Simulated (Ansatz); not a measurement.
AgCl, DFT, PBE, all-electron PAW with datasets made for the crystal, scalar-relativistic (Ansatz 0.2.0), run on 1 thread of Intel(R) Xeon(R) 6975P-C (Granite Rapids) on a shared host.

The cell is the one relaxed in the Materials Project (mp-726265), not relaxed further here; entries there can be hypothetical. The listed cell was then made from it by scaling, straining or moving an atom.

Command: `ansatz run input.yaml --threads 1 --pin off --max-ram 3072MiB --backend cpu --events-out ev --progress --plain --runs-dir out`

```yaml
crystal:
  lattice:
    - [3.433973, -0.017169865, -0.017169865]
    - [-0.017169865, 3.433973, -0.017169865]
    - [-0.017169865, -0.017169865, 3.433973]
  atoms:
    - { symbol: Ag, position: [0.0, 0.0, 0.0] }
    - { symbol: Cl, position: [0.5, 0.5, 0.5] }
kpoints:
  mp_grid: { grid: [9, 9, 9] }
scf:
  occupations: { method: fermi_dirac, width: 0.01 }
hamiltonian:
  xc: pbe
  pseudopotentials: { kind: all_electron, datasets: crystal }
output:
  forces: true
  stress: true
  eigenvalues: true
  efg: { contact_densities: true }
```

(1) How large is the problem that the program sets up?

(2) About how long does it take, and how much memory does it use?

Answers

(1) 85 irreducible k-points, 389 plane waves at Γ, 13 bands.

(2) 5.2 s of wall time for 8 SCF iterations, with a peak of 0.51 GiB. Times on shared machines scatter by tens of per cent.
